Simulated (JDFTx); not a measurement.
## CaO: equation of state with LDA

Crystal: CaO.

```
Ca O
1.0
     0.00000    2.40356    2.40356
     2.40356    0.00000    2.40356
     2.40356    2.40356    0.00000
Ca O
1 1
Direct
  0.00000 0.00000 0.00000
  0.50000 0.50000 0.50000
```

The cell is a database's computed one.

```yaml
Program: JDFTx 1.7.0 (patched build)
Task: equation of state
Functional: LDA
Potentials_or_basis: PseudoDojo-SR-LDA-0.4.1-standard
Cutoff: 1143 eV
Density_cutoff: 9143 eV
k_mesh: 10 × 10 × 10
Occupations: fermi-dirac, width 0.05 eV
Spin: no spin polarisation
Bands: 14
Density_cutoff_over_wavefunction_cutoff: 8
Max_SCF_steps: 100
SCF_threshold_on_the_energy: 1e-09 Ha
Solver_of_the_electrons: scf
```

```yaml
Equilibrium_volume: "13.01 Å³/atom (rough: see the caveat)"
Bulk_modulus: 129 GPa (rough)
```

Energy against volume, from the lowest point:
```tsv
volume (Å³/atom)	energy (meV/atom)
13.052	0.00
13.330	2.95
13.608	10.08
13.886	20.95
14.163	35.16
14.441	52.33
14.719	72.14
```

Caveat: the minimum lies outside the volumes run.
